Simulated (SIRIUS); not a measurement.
# Al (Fm-3m) in SIRIUS: equation of state

How stiff is Al in PBE, and what volume does it want? The cell is scaled to several volumes.

All numbers are computed with SIRIUS 7.12.0; they aren't measurements. Logs are shortened: lines on timing, memory, paths and dates and some standing lists are left out, and cuts for length are marked. The log counts tension as positive stress, the text compression.

**Experimental background.**

“The interpretation of polycrystalline coherent inelastic neutron scattering from aluminium”, 2013, pmc:3831299 quotes, for a bulk crystal of Al: bulk modulus 76.9 GPa.

The runs below are set against these values where they give the same quantity.

## Step 1: The crystal as given

Symmetry: Fm-3m, No. 225, cubic system. The conventional cell has a = 4.050 Å, b = 4.050 Å, c = 4.050 Å, α = 90.00°, β = 90.00°, γ = 90.00°. Al (site symmetry m-3m) has 12 Al at 2.86 Å as nearest neighbours.

## Step 2: Equation of state, PBE, 15.61 Å³/atom (volume scaled by 0.94)

sirius.json reads:

```json
{
  "control": {
    "processing_unit": "cpu",
    "std_evp_solver_name": "lapack",
    "gen_evp_solver_name": "lapack",
    "verbosity": 2,
    "print_forces": false,
    "ortho_rf": true,
    "use_second_variation": true,
    "rmt_max": 3.0,
    "num_bands_to_print": 12,
    "save_wf": true
  },
  "parameters": {
    "electronic_structure_method": "full_potential_lapwlo",
    "xc_functionals": ["XC_GGA_X_PBE", "XC_GGA_C_PBE"],
    "core_relativity": "dirac",
    "valence_relativity": "iora",
    "num_fv_states": 12,
    "smearing": "fermi_dirac",
    "smearing_width": 0.0018374661,
    "pw_cutoff": 20,
    "gk_cutoff": 3.41,
    "lmax_apw": 10,
    "lmax_rho": 8,
    "lmax_pot": 8,
    "num_mag_dims": 0,
    "auto_rmt": 0,
    "ngridk": [11, 11, 11],
    "shiftk": [0, 0, 0],
    "num_dft_iter": 80,
    "energy_tol": 1e-07,
    "density_tol": 1e-05,
    "use_symmetry": true
  },
  "settings": {"tol_ne": 1e-10},
  "iterative_solver": {"type": "exact"},
  "mixer": {"type": "anderson", "beta": 0.5, "max_history": 8},
  "unit_cell": {
    "lattice_vectors": [[0.0, 3.7482166844, 3.7482166844], [3.7482166844, 0.0, 3.7482166844], [3.7482166844, 3.7482166844, 0.0]],
    "atom_types": ["Al"],
    "atom_files": {"Al": "Al.json"},
    "atoms": {"Al": [[0.0, 0.0, 0.0]]}
  }
}
```

Al.json reads:

```json
{
  "name": "aluminium",
  "symbol": "Al",
  "number": 13,
  "mass": 26.9815386,
  "rmin": 1e-06,
  "rmt": 2.29,
  "nrmt": 800,
  "rinf": 20.43,
  "core": "1s",
  "valence": [
    {"basis": [{"enu": 0.07, "dme": 0, "n": 0, "auto": 0}, {"enu": 0.07, "dme": 1, "n": 0, "auto": 0}]},
    {"l": 0, "n": 1, "basis": [{"enu": 0.1274, "dme": 0, "n": 0, "auto": 0}]},
    {"l": 1, "n": 2, "basis": [{"enu": 0.17, "dme": 0, "n": 0, "auto": 0}]},
    {"l": 2, "n": 3, "basis": [{"enu": 0.17, "dme": 0, "n": 0, "auto": 0}]},
    {"l": 3, "n": 4, "basis": [{"enu": 0.17, "dme": 0, "n": 0, "auto": 0}]}
  ],
  "lo": [
    {
      "l": 0,
      "basis": [{"enu": 0.1274, "dme": 0, "n": 0, "auto": 0}, {"enu": 0.1274, "dme": 1, "n": 0, "auto": 0}]
    },
    {
      "l": 0,
      "basis": [{"enu": -3.675, "dme": 0, "n": 2, "auto": 1}, {"enu": -3.675, "dme": 1, "n": 2, "auto": 1}]
    },
    {
      "l": 0,
      "basis": [{"enu": -3.675, "dme": 1, "n": 2, "auto": 1}, {"enu": 0.1274, "dme": 0, "n": 0, "auto": 0}]
    },
    {
      "l": 0,
      "basis": [{"enu": 0.1274, "dme": 0, "n": 0, "auto": 0}, {"enu": 3.1784, "dme": 0, "n": 0, "auto": 0}]
    },
    {"l": 1, "basis": [{"enu": 0.17, "dme": 0, "n": 0, "auto": 0}, {"enu": 0.17, "dme": 1, "n": 0, "auto": 0}]},
    {
      "l": 1,
      "basis": [{"enu": -2.2897, "dme": 0, "n": 2, "auto": 1}, {"enu": -2.2897, "dme": 1, "n": 2, "auto": 1}]
    },
    {
      "l": 1,
      "basis": [{"enu": -2.2897, "dme": 1, "n": 2, "auto": 1}, {"enu": 0.17, "dme": 0, "n": 0, "auto": 0}]
    },
    {"l": 1, "basis": [{"enu": 0.17, "dme": 0, "n": 0, "auto": 0}, {"enu": 3.6787, "dme": 0, "n": 0, "auto": 0}]},
    {"l": 2, "basis": [{"enu": 0.17, "dme": 0, "n": 0, "auto": 0}, {"enu": 0.17, "dme": 1, "n": 0, "auto": 0}]},
    {"l": 2, "basis": [{"enu": 0.17, "dme": 1, "n": 0, "auto": 0}, {"enu": 0.17, "dme": 2, "n": 0, "auto": 0}]},
    {"l": 2, "basis": [{"enu": 0.17, "dme": 0, "n": 0, "auto": 0}, {"enu": 3.1448, "dme": 0, "n": 0, "auto": 0}]},
    {"l": 3, "basis": [{"enu": 0.17, "dme": 0, "n": 0, "auto": 0}, {"enu": 0.17, "dme": 1, "n": 0, "auto": 0}]}
  ],
  "free_atom": [... radial grid and density of the free atom, the start of the SCF ...]
}
```

sirius_start.json reads:

```json
{
  "control": {
    "processing_unit": "cpu",
    "std_evp_solver_name": "lapack",
    "gen_evp_solver_name": "lapack",
    "verbosity": 1,
    "print_forces": false,
    "ortho_rf": true,
    "use_second_variation": true,
    "rmt_max": 3.0,
    "num_bands_to_print": 12,
    "save_wf": false
  },
  "parameters": {
    "electronic_structure_method": "full_potential_lapwlo",
    "xc_functionals": ["XC_LDA_X", "XC_LDA_C_PW"],
    "core_relativity": "dirac",
    "valence_relativity": "iora",
    "num_fv_states": 12,
    "smearing": "fermi_dirac",
    "smearing_width": 0.0055123983,
    "pw_cutoff": 20,
    "gk_cutoff": 2.72,
    "lmax_apw": 10,
    "lmax_rho": 8,
    "lmax_pot": 8,
    "num_mag_dims": 0,
    "auto_rmt": 0,
    "ngridk": [4, 4, 4],
    "shiftk": [0, 0, 0],
    "num_dft_iter": 30,
    "energy_tol": 0.01,
    "density_tol": 0.05,
    "use_symmetry": true
  },
  "settings": {"tol_ne": 1e-10},
  "iterative_solver": {"type": "exact"},
  "mixer": {"type": "anderson", "beta": 0.5, "max_history": 8},
  "unit_cell": {
    "lattice_vectors": [[0.0, 3.7482166844, 3.7482166844], [3.7482166844, 0.0, 3.7482166844], [3.7482166844, 3.7482166844, 0.0]],
    "atom_types": ["Al"],
    "atom_files": {"Al": "Al.json"},
    "atoms": {"Al": [[0.0, 0.0, 0.0]]}
  }
}
```

Potentials or basis: all-electron FP-LAPW, apw+lo standard.

Run with:

```console
OMP_NUM_THREADS=1 sirius.scf --input=sirius_start.json --output=start.json
OMP_NUM_THREADS=1 sirius.scf --input=sirius.json --output=output.json --task=1
```

Standard output:

```text
[info] SIRIUS version : 7.12.0
[info] number of MPI ranks           : 1
[info] MPI grid                      : 1 1
[info] maximum number of OMP threads : 1
[fft] FFT context for density and potential
[fft] =====================================
[fft]   plane wave cutoff                     : 20
[fft]   grid size                             : 36 36 36   total : 46656
[fft]   grid limits                           : -17 18   -17 18   -17 18
[fft]   number of G-vectors within the cutoff : 14211
[fft]   number of G-shells                    : 413
[fft] FFT context for coarse grid
[fft] =====================================
[fft]   plane wave cutoff                     : 6.82
[fft]   grid size                             : 15 15 15   total : 3375
[fft]   grid limits                           : -7 7   -7 7   -7 7
[fft]   number of G-vectors within the cutoff : 537
[fft]   number of G-shells                    : 27
[unit cell] lattice vectors
[unit cell]   a1 :       0.0000000000      3.7482166844      3.7482166844
[unit cell]   a2 :       3.7482166844      0.0000000000      3.7482166844
[unit cell]   a3 :       3.7482166844      3.7482166844      0.0000000000
[unit cell] reciprocal lattice vectors
[unit cell]   b1 :      -0.8381566270      0.8381566270      0.8381566270
[unit cell]   b2 :       0.8381566270     -0.8381566270      0.8381566270
[unit cell]   b3 :       0.8381566270      0.8381566270     -0.8381566270
[unit cell] unit cell volume :       105.31835429 [a.u.^3]
[unit cell] 1/sqrt(omega)    :         0.09744240
[unit cell] MT volume        :        50.30313549 (47.76%)
[unit cell] IT volume        :        55.01521880 (52.24%)
[unit cell] number of atom types : 1
[unit cell] type id : 0 symbol : Al mt_radius :   2.290000 num_atoms : 1
[unit cell] total number of atoms : 1
[unit cell] number of symmetry classes : 1
[unit cell] atom id  type id  class id             position                      vector_field
[unit cell] ------------------------------------------------------------------------------------------
[unit cell]      0        0        0      0.00000   0.00000   0.00000      0.00000   0.00000   0.00000
[unit cell] atom id         position (Cartesian, a.u.)
[unit cell] ---------------------------------------------
[unit cell]      0       0.000000    0.000000    0.000000
[unit cell] class id : 0 atom id : 0
[unit cell] minimum bond length:     5.300779
[sym] space group number   : 225
[sym] international symbol : Fm-3m
[sym] Hall symbol          : -F 4 2 3
[sym] space group transformation matrix :
[sym]   0.0000  0.5000  0.5000
[sym]   0.5000  0.0000  0.5000
[sym]   0.5000  0.5000  0.0000
[sym] space group origin shift :
[sym]   0.0000  0.0000  0.0000
[sym] number of space group operations  : 48
[sym] number of magnetic group operations : 48
[sym] metric tensor error: 0.0000e+00
[sym] rotation matrix error: 6.5208e-17
[sym]
[sym] symmetry operations
[sym]
[... 231 lines left out ...]
[find] valence_eval_sum               :     -19.40647350
[find] core_eval_sum                  :    -110.21667783
[find] kinetic energy                 :     242.68688686
[find] enuc                           :    -292.85506484
[find] <rho|V^{XC}>                   :     -24.05903243
[find] <rho|E^{XC}>                   :     -18.63839708
[find] <mag|B^{XC}>                   :       0.00000000
[find] <rho|V^{H}>                    :    -348.25100576
[find] smearing (-TS)                 :      -0.00014270
[find] SCF correction                 :       0.11028671
[find] Total energy                   :    -242.82179123 (Ha),    -485.64358246 (Ry)
[find] Free energy (E-TS)             :    -242.82193393 (Ha),    -485.64386786 (Ry)
[find] band gap (eV)                  :       0.00000000
[find] Efermi                         :       0.27687999
[find] iteration : 0, RMS (target) : 1.2022e-01 (1.0000e-05) , energy difference (target) : -2.4282e+02 (1.0000e-07)
[find] +------------------------------+
[find] | SCF iteration   1 out of  80|
[find] +------------------------------+
[generate_radial_functions] Linearization energies
[generate_radial_functions] Atom : Al, class id : 0
[generate_radial_functions] augmented waves
[generate_radial_functions] local orbitals
[generate_radial_functions] {l: 0, n: 2, enu: -3.52155, dme: 0, auto: 1}
[generate_radial_functions] {l: 0, n: 2, enu: -3.52155, dme: 1, auto: 1}
[generate_radial_functions] {l: 0, n: 2, enu: -3.52155, dme: 1, auto: 1}
[generate_radial_functions] {l: 1, n: 2, enu: -2.10537, dme: 0, auto: 1}
[generate_radial_functions] {l: 1, n: 2, enu: -2.10537, dme: 1, auto: 1}
[generate_radial_functions] {l: 1, n: 2, enu: -2.10537, dme: 1, auto: 1}
[diagonalize] Lowest band energies
[diagonalize] ik:    0   -3.521671   -2.104899   -2.104899   -2.104899   -0.146016    0.752631    0.752631    0.752631    0.823337    0.823337    0.823337    0.897855
[diagonalize] ik:    1   -3.521659   -2.104976   -2.104908   -2.104908   -0.137445    0.645214    0.731788    0.731788    0.842763    0.857502    0.857502    0.969731
[diagonalize] ik:    2   -3.521631   -2.105196   -2.104942   -2.104942   -0.111829    0.506854    0.705647    0.705647    0.832017    0.885976    0.885976    0.937555
[diagonalize] ik:    3   -3.521593   -2.105490   -2.104987   -2.104987   -0.069445    0.376585    0.690687    0.690687    0.822986    0.824298    0.824298    0.976478
[diagonalize] ik:    4   -3.521559   -2.105760   -2.105032   -2.105032   -0.010733    0.258532    0.689088    0.689088    0.770043    0.770043    0.824909    0.920403
[diagonalize] ...
[diagonalize] ik:   51   -3.521491   -2.105777   -2.105434   -2.105279    0.191125    0.243581    0.301959    0.432905    0.655348    0.793123    1.099492    1.122780
[diagonalize] ik:   52   -3.521512   -2.105696   -2.105389   -2.105185    0.077103    0.316361    0.374109    0.443688    0.777675    0.844834    0.899811    1.168045
[diagonalize] ik:   53   -3.521500   -2.105689   -2.105486   -2.105225    0.149326    0.235993    0.361456    0.403885    0.816078    0.849777    0.941153    1.066998
[diagonalize] ik:   54   -3.521493   -2.105716   -2.105460   -2.105286    0.171358    0.295420    0.297611    0.365889    0.757757    0.831272    0.979090    1.088844
[diagonalize] ik:   55   -3.521492   -2.105625   -2.105571   -2.105279    0.223213    0.232776    0.288962    0.365154    0.807522    0.919751    0.922582    0.998742
[generate_core_charge_density] atom class : 0
[generate_core_charge_density]   n,l,k : 1 0 1  energy :         -55.08249242
[find] Total energy                   :    -242.82178137 (Ha),    -485.64356275 (Ry)
[find] iteration : 1, RMS (target) : 5.6302e-02 (1.0000e-05) , energy difference (target) : 9.8571e-06 (1.0000e-07)
[find] Total energy                   :    -242.82177551 (Ha),    -485.64355102 (Ry)
[find] iteration : 2, RMS (target) : 3.5600e-03 (1.0000e-05) , energy difference (target) : 5.8647e-06 (1.0000e-07)
[find] Total energy                   :    -242.82177708 (Ha),    -485.64355416 (Ry)
[find] iteration : 3, RMS (target) : 1.6086e-04 (1.0000e-05) , energy difference (target) : -1.5711e-06 (1.0000e-07)
[find] Charges and magnetic moments
[find] --------------------------------------------------------------------------------
[find] atom      charge    core leakage
[find] --------------------------------------------------------------------------------
[find]    0   11.438034    0.000000e+00
[find] total core leakage    : 0.00000000e+00
[find] interstitial charge   : 1.561966
[find] total charge          : 13.000000
[find] Energy
[find] --------------------------------------------------------------------------------
[find] valence_eval_sum               :     -19.33793120
[find] core_eval_sum                  :    -110.14578758
[find] kinetic energy                 :     243.30036957
[find] enuc                           :    -293.11567445
[find] <rho|V^{XC}>                   :     -24.07743366
[find] <rho|E^{XC}>                   :     -18.65313176
[find] <mag|B^{XC}>                   :       0.00000000
[find] <rho|V^{H}>                    :    -348.70665469
[find] smearing (-TS)                 :      -0.00014374
[find] SCF correction                 :      -0.00001315
[find] Total energy                   :    -242.82177714 (Ha),    -485.64355427 (Ry)
[find] Free energy (E-TS)             :    -242.82192088 (Ha),    -485.64384175 (Ry)
[find] band gap (eV)                  :       0.00000000
[find] Efermi                         :       0.27776152
[find] iteration : 4, RMS (target) : 3.7118e-06 (1.0000e-05) , energy difference (target) : -5.5200e-08 (1.0000e-07)
[find] converged after 5 SCF iterations!
[find] Charges and magnetic moments
[find] --------------------------------------------------------------------------------
[find] atom      charge    core leakage
[find] --------------------------------------------------------------------------------
[find]    0   11.438034    0.000000e+00
[find] total core leakage    : 0.00000000e+00
[find] interstitial charge   : 1.561966
[find] total charge          : 13.000000
[find] Energy
[find] --------------------------------------------------------------------------------
[find] valence_eval_sum               :     -19.33793120
[find] core_eval_sum                  :    -110.14578758
[find] kinetic energy                 :     243.30036957
[find] enuc                           :    -293.11567445
[find] <rho|V^{XC}>                   :     -24.07743366
[find] <rho|E^{XC}>                   :     -18.65313176
[find] <mag|B^{XC}>                   :       0.00000000
[find] <rho|V^{H}>                    :    -348.70665469
[find] smearing (-TS)                 :      -0.00014374
[find] SCF correction                 :      -0.00001315
[find] Total energy                   :    -242.82177714 (Ha),    -485.64355427 (Ry)
[find] Free energy (E-TS)             :    -242.82192088 (Ha),    -485.64384175 (Ry)
[find] band gap (eV)                  :       0.00000000
[find] Efermi                         :       0.27776152
```

It took 12 s on 1 thread of Arm Neoverse V1, shared host; peak memory 0.27 GiB.

What came out:

* Free energy: -6607.5211 eV
* Band gap on the k mesh: none (metal or under the smearing width)
* All electrons inside the program's atomic spheres: Al 11.44 (radii Al 2.29 bohr)

## Step 3: Equation of state, PBE, 15.94 Å³/atom (volume scaled by 0.96)

Edit sirius.json of step 2 so:

```diff
@@ -39,3 +39,3 @@
   "unit_cell": {
-    "lattice_vectors": [[0.0, 3.7482166844, 3.7482166844], [3.7482166844, 0.0, 3.7482166844], [3.7482166844, 3.7482166844, 0.0]],
+    "lattice_vectors": [[0.0, 3.7746134462, 3.7746134462], [3.7746134462, 0.0, 3.7746134462], [3.7746134462, 3.7746134462, 0.0]],
     "atom_types": ["Al"],
```

Al.json reads:

```json
{
  "name": "aluminium",
  "symbol": "Al",
  "number": 13,
  "mass": 26.9815386,
  "rmin": 1e-06,
  "rmt": 2.29,
  "nrmt": 800,
  "rinf": 20.43,
  "core": "1s",
  "valence": [
    {"basis": [{"enu": 0.06, "dme": 0, "n": 0, "auto": 0}, {"enu": 0.06, "dme": 1, "n": 0, "auto": 0}]},
    {"l": 0, "n": 1, "basis": [{"enu": 0.1173, "dme": 0, "n": 0, "auto": 0}]},
    {"l": 1, "n": 2, "basis": [{"enu": 0.16, "dme": 0, "n": 0, "auto": 0}]},
    {"l": 2, "n": 3, "basis": [{"enu": 0.16, "dme": 0, "n": 0, "auto": 0}]},
    {"l": 3, "n": 4, "basis": [{"enu": 0.16, "dme": 0, "n": 0, "auto": 0}]}
  ],
  "lo": [
    {
      "l": 0,
      "basis": [{"enu": 0.1173, "dme": 0, "n": 0, "auto": 0}, {"enu": 0.1173, "dme": 1, "n": 0, "auto": 0}]
    },
    {
      "l": 0,
      "basis": [{"enu": -3.685, "dme": 0, "n": 2, "auto": 1}, {"enu": -3.685, "dme": 1, "n": 2, "auto": 1}]
    },
    {
      "l": 0,
      "basis": [{"enu": -3.685, "dme": 1, "n": 2, "auto": 1}, {"enu": 0.1173, "dme": 0, "n": 0, "auto": 0}]
    },
    {
      "l": 0,
      "basis": [{"enu": 0.1173, "dme": 0, "n": 0, "auto": 0}, {"enu": 3.1684, "dme": 0, "n": 0, "auto": 0}]
    },
    {"l": 1, "basis": [{"enu": 0.16, "dme": 0, "n": 0, "auto": 0}, {"enu": 0.16, "dme": 1, "n": 0, "auto": 0}]},
    {
      "l": 1,
      "basis": [{"enu": -2.2997, "dme": 0, "n": 2, "auto": 1}, {"enu": -2.2997, "dme": 1, "n": 2, "auto": 1}]
    },
    {
      "l": 1,
      "basis": [{"enu": -2.2997, "dme": 1, "n": 2, "auto": 1}, {"enu": 0.16, "dme": 0, "n": 0, "auto": 0}]
    },
    {"l": 1, "basis": [{"enu": 0.16, "dme": 0, "n": 0, "auto": 0}, {"enu": 3.6687, "dme": 0, "n": 0, "auto": 0}]},
    {"l": 2, "basis": [{"enu": 0.16, "dme": 0, "n": 0, "auto": 0}, {"enu": 0.16, "dme": 1, "n": 0, "auto": 0}]},
    {"l": 2, "basis": [{"enu": 0.16, "dme": 1, "n": 0, "auto": 0}, {"enu": 0.16, "dme": 2, "n": 0, "auto": 0}]},
    {"l": 2, "basis": [{"enu": 0.16, "dme": 0, "n": 0, "auto": 0}, {"enu": 3.1348, "dme": 0, "n": 0, "auto": 0}]},
    {"l": 3, "basis": [{"enu": 0.16, "dme": 0, "n": 0, "auto": 0}, {"enu": 0.16, "dme": 1, "n": 0, "auto": 0}]}
  ],
  "free_atom": [... radial grid and density of the free atom, the start of the SCF ...]
}
```

Edit sirius_start.json of step 2 so:

```diff
@@ -39,3 +39,3 @@
   "unit_cell": {
-    "lattice_vectors": [[0.0, 3.7482166844, 3.7482166844], [3.7482166844, 0.0, 3.7482166844], [3.7482166844, 3.7482166844, 0.0]],
+    "lattice_vectors": [[0.0, 3.7746134462, 3.7746134462], [3.7746134462, 0.0, 3.7746134462], [3.7746134462, 3.7746134462, 0.0]],
     "atom_types": ["Al"],
```

Potentials or basis: all-electron FP-LAPW, apw+lo standard.

Run with:

```console
OMP_NUM_THREADS=1 sirius.scf --input=sirius_start.json --output=start.json
OMP_NUM_THREADS=1 sirius.scf --input=sirius.json --output=output.json --task=1
```

It took 12 s on 1 thread of Arm Neoverse V1, shared host; peak memory 0.27 GiB.

Results (log left out):

* Free energy: -6607.5293 eV
* Band gap on the k mesh: none (metal or under the smearing width)
* All electrons inside the program's atomic spheres: Al 11.42 (radii Al 2.29 bohr)

(Continued in part 2 of 2.)
